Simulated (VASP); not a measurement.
# Ba (Im-3m) in VASP: notebook, part 2 of 2

VASP 6.6.1. Earlier steps stand in the parts before.

**4. Single point, PBEsol**

Input file INCAR:

```
SYSTEM = Ba
ALGO = Normal
EDIFF = 1E-6
ENCUT = 520
GGA = PS
ISIF = 2
ISMEAR = 0
LASPH = .True.
LCHARG = .True.
LELF = .True.
LREAL = .False.
LVHAR = .True.
LWAVE = .False.
NBANDS = 11
NELM = 100
PREC = Accurate
SIGMA = 0.5
```

Input file KPOINTS:

```
k-points
0
Gamma
  12 12 12
  0 0 0
```

Input file POSCAR:

```
Ba
1.0
   -2.4465300000      2.4465300000      2.4465300000
    2.4465300000     -2.4465300000      2.4465300000
    2.4465300000      2.4465300000     -2.4465300000
Ba
1
Direct
    0.0000000000      0.0000000000      0.0000000000
```

Potentials or basis: VASP PAW PBE potentials, release 64 (Ba_sv).

Run with:

```bash
$ cat potpaw_PBE.64/Ba_sv/POTCAR > POTCAR
$ mpirun -np 1 vasp_std > vasp.out
```

OUTCAR:

```text
SYSTEM = Ba
   EDIFF = 1E-6
   ENCUT = 520
   GGA = PS
   ISIF = 2
   ISMEAR = 0
   LASPH = .True.
   LREAL = .False.
   NELM = 100
   PREC = Accurate

 ion  position               nearest neighbor table
   1  0.000  0.000  0.000-

  LATTYP: Found a body centered cubic cell.
 ALAT       =     4.8930600000

  Lattice vectors:

 A1 = (  -2.4465300000,   2.4465300000,   2.4465300000)
 A2 = (   2.4465300000,  -2.4465300000,   2.4465300000)
 A3 = (   2.4465300000,   2.4465300000,  -2.4465300000)

Analysis of symmetry for initial positions (statically):
=====================================================================
 Subroutine PRICEL returns:
 Original cell was already a primitive cell.

 Routine SETGRP: Setting up the symmetry group for a
 body centered cubic supercell.

 Subroutine GETGRP returns: Found 48 space group operations
 (whereof 48 operations were pure point group operations)
 out of a pool of 48 trial point group operations.

The static configuration has the point symmetry O_h .

Analysis of symmetry for dynamics (positions and initial velocities):
=====================================================================
 Subroutine PRICEL returns:
 Original cell was already a primitive cell.

 Routine SETGRP: Setting up the symmetry group for a
 body centered cubic supercell.

 Subroutine GETGRP returns: Found 48 space group operations
 (whereof 48 operations were pure point group operations)
 out of a pool of 48 trial point group operations.

The dynamic configuration has the point symmetry O_h .

 Subroutine INISYM returns: Found 48 space group operations
 (whereof 48 operations are pure point group operations),
 and found     1 'primitive' translations

----------------------------------------------------------------------------------------

                                     Primitive cell

  volume of cell :      58.5749

  direct lattice vectors                    reciprocal lattice vectors
    -2.446530000  2.446530000  2.446530000     0.000000000  0.204371089  0.204371089
     2.446530000 -2.446530000  2.446530000     0.204371089  0.000000000  0.204371089
     2.446530000  2.446530000 -2.446530000     0.204371089  0.204371089  0.000000000

  length of vectors
     4.237514262  4.237514262  4.237514262     0.289024366  0.289024366  0.289024366

  position of ions in fractional coordinates (direct lattice)
     0.000000000  0.000000000  0.000000000

  ion indices of the primitive-cell ions
   primitive index   ion index
                 1           1

----------------------------------------------------------------------------------------

 KPOINTS: k-points

Automatic generation of k-mesh.
 Grid dimensions read from file:
 generate k-points for:   12   12   12

 Generating k-lattice:

  Cartesian coordinates                     Fractional coordinates (reciprocal lattice)
     0.000000000  0.017030924  0.017030924     0.083333333  0.000000000  0.000000000
     0.017030924  0.000000000  0.017030924     0.000000000  0.083333333  0.000000000
     0.017030924  0.017030924  0.000000000     0.000000000  0.000000000  0.083333333

  Length of vectors
     0.024085364  0.024085364  0.024085364

  Shift w.r.t. Gamma in fractional coordinates (k-lattice)
     0.000000000  0.000000000  0.000000000

 Subroutine IBZKPT returns following result:
 ===========================================

 Found     72 irreducible k-points:

 Following reciprocal coordinates:
            Coordinates               Weight
  0.000000  0.000000  0.000000      1.000000
  0.083333  0.000000  0.000000     12.000000
  0.166667  0.000000  0.000000     12.000000
  0.250000  0.000000  0.000000     12.000000
  0.333333  0.000000  0.000000     12.000000
  0.416667  0.000000  0.000000     12.000000
[... 16 lines left out ...]
  0.333333  0.083333  0.083333     24.000000
  0.416667  0.083333  0.083333     12.000000
 [... further k-points ...]
   k-points           NKPTS =     72   k-points in BZ     NKDIM =     72   number of bands    NBANDS=     11
   number of dos      NEDOS =    301   number of ions     NIONS =      1
   total plane-waves  NPLWV =  32768
   dimension x,y,z NGX =    32 NGY =   32 NGZ =   32
   dimension x,y,z NGXF=    64 NGYF=   64 NGZF=   64
   ions per type =               1
   NGX,Y,Z   is equivalent  to a cutoff of  12.55, 12.55, 12.55 a.u.
   NGXF,Y,Z  is equivalent  to a cutoff of  25.11, 25.11, 25.11 a.u.
 SYSTEM =  Ba
   PREC   = accura    normal or accurate (medium, high low for compatibility)
   ISTART =      0    job   : 0-new  1-cont  2-samecut
   ICHARG =      2    charge: 1-file 2-atom 10-const
   ISPIN  =      1    spin polarized calculation?
   LNONCOLLINEAR =      F non collinear calculations
   LSORBIT =      F    spin-orbit coupling
   LASPH  =      T    aspherical Exc in radial PAW
   ENCUT  =  520.0 eV  38.22 Ry    6.18 a.u.   7.88  7.88  7.88*2*pi/ulx,y,z
   NELM   =    100;   NELMIN=  2; NELMDL= -5     # of ELM steps
   EDIFF  = 0.1E-05   stopping-criterion for ELM
[... 8 lines left out ...]
   TEBEG  =    0.0;   TEEND  =   0.0 temperature during run
   PSTRESS=    0.0 pullay stress
   NELECT =      10.0000    total number of electrons
   NUPDOWN=      -1.0000    fix difference up-down
   EMIN   =  10.00;   EMAX   =-10.00  energy-range for DOS
   EFERMI =   0.00;   METHOD = LEGACY
   ISMEAR =     0;   SIGMA  =   0.50  broadening in eV -4-tet -1-fermi 0-gaus
   EFERMI_NEDOS =   21; number of points for ismear=-14 and -15
   IALGO  =     38    algorithm
   IMIX   =      4    mixing-type and parameters
     AMIX     =   0.40;   BMIX     =  1.00
     AMIX_MAG =   1.60;   BMIX_MAG =  1.00
  volume/ion in A,a.u.               =      58.57       395.28
  Fermi-wavevector in a.u.,A,eV,Ry     =   0.908178  1.716207 11.221911  0.824787
  Thomas-Fermi vector in A             =   2.032073
   LORBIT       =      0    0 simple, 1 ext, 2 COOP (PROOUT), +10 PAW based schemes
   GGA     = PS    functional components
   LHFCALC =     F    Hartree Fock is set to
   AEXX    =    0.0000 exact exchange contribution
   IVDW    =     0    specifies the selected vdW correction
   LEPSILON=     F    determine dielectric tensor
   LRPA    =     F    only Hartree local field effects (RPA)
 non-spin polarized calculation
 Gauss-broadening in eV      SIGMA  =   0.50
  energy-cutoff  :      520.00
  volume of cell :       58.57
 maximum number of plane-waves:      1592
   NGX = 15   NGY = 15   NGZ = 15

 number of electron      10.0000000 magnetization

 Free energy of the ion-electron system (eV)
  ---------------------------------------------------
  ext. energy  EPLUGINS =         0.00000000
  ---------------------------------------------------
  free energy    TOTEN  =        -2.23245846 eV

  energy without entropy =       -2.04284667  energy(sigma->0) =       -2.13765257

 E-fermi :   1.8105     XC(G=0):  -7.7441

 val. band max:        1.8074902052   @ k =  -0.3333   0.4167   0.2500
 cond. band min:       1.8297856214   @ k =   0.2500   0.1667   0.1667
 fundamental gap:      0.0222954162
 Fermi energy:         1.8105483841

 k-point     1 :       0.0000    0.0000    0.0000
  band No.  band energies     occupation
      1     -26.9407      2.00000
      2     -11.8264      2.00000
      3     -11.8264      2.00000
      4     -11.8264      2.00000
      5      -1.0195      2.00000
      6       3.6782      0.00000
      7       3.6782      0.00000
      8       3.6782      0.00000
      9       5.2170      0.00000
     10       5.2170      0.00000
     11       8.9315      0.00000

 k-point     2 :       0.0833    0.0000    0.0000
  band No.  band energies     occupation
      1     -26.9367      2.00000
      2     -11.8694      2.00000
      3     -11.8394      2.00000
      4     -11.8267      2.00000
      5      -0.8767      2.00000
      6       3.5609      0.00000
      7       3.6173      0.00000
      8       3.8237      0.00000
      9       5.0217      0.00000
     10       5.2050      0.00000
     11       9.0980      0.00000
[... 295 lines left out ...]
 k-point    24 :       0.4167    0.0833    0.0833
  band No.  band energies     occupation
      1     -26.8794      2.00000
      2     -12.3760      2.00000
      3     -12.0415      2.00000
      4     -11.8709      2.00000
      5       1.1277      1.94655
      6       2.3676      0.11510
      7       3.0765      0.00034
      8       5.3397      0.00000
      9       5.8577      0.00000
     10       7.7210      0.00000
     11       7.9173      0.00000

 [... further k-points ...]
[... 5 lines left out ...]
  --------------------------------------------------------------------------------------
  -------------------------------------------------------------------------------------
  Total        0.0483290      0.0483290      0.0483290     -0.0000000     -0.0000000      0.0000000
  in kB        1.3219247      1.3219247      1.3219247     -0.0000000     -0.0000000      0.0000000
  external PRESSURE =       1.3219247 kB  Pullay stress =       0.0000000 kB

 VOLUME and BASIS-vectors are now :
 -----------------------------------------------------------------------------
  energy-cutoff  :      520.00
  volume of cell :       58.57
      direct lattice vectors                 reciprocal lattice vectors
    -2.446530000  2.446530000  2.446530000     0.000000000  0.204371089  0.204371089
     2.446530000 -2.446530000  2.446530000     0.204371089  0.000000000  0.204371089
     2.446530000  2.446530000 -2.446530000     0.204371089  0.204371089  0.000000000

 POSITION                                       TOTAL-FORCE (eV/Angst)
 -----------------------------------------------------------------------------------
      0.00000      0.00000      0.00000        -0.000000     -0.000000      0.000000
 -----------------------------------------------------------------------------------
    total drift:                                0.000000      0.000000      0.000000

  FREE ENERGIE OF THE ION-ELECTRON SYSTEM (eV)
  ---------------------------------------------------
  free  energy   TOTEN  =        -2.2324584613 eV

  energy  without entropy=       -2.0428466708  energy(sigma->0) =       -2.13765257
```

Run time: 21 s. Hardware: 1 thread of Intel Xeon Platinum 8559C (Emerald Rapids), shared host; peak memory 0.19 GiB.

What came out:

- Free energy: -2.2325 eV
- Pressure: 0.1 GPa
- Band gap on the k mesh: none (metal or under the smearing width)

Caveat: the PAW data sets were made with another functional, which shifts forces and pressure a little. Spin-orbit coupling is left out, which matters for the levels of Ba.

**5. Overview**

```csv
k mesh,cutoff (eV),smearing,gap on the mesh (eV),pressure (GPa)
12 × 12 × 12,700,gaussian 0.1 eV,none,0.0
18 × 18 × 18,520,gaussian 0.1 eV,none,0.0
12 × 12 × 12,520,gaussian 0.5 eV,none,0.1
```

Alike in all rows: task single point; level PBEsol; potentials or basis VASP PAW PBE potentials, release 64 (Ba_sv); no spin polarisation; cell as given.

Every run on the cell as given and a fine mesh finds a metal.

Caveats: the PAW data sets were made with another functional, which shifts forces and pressure a little.

Absolute energies hang on the potentials; compare differences alone.
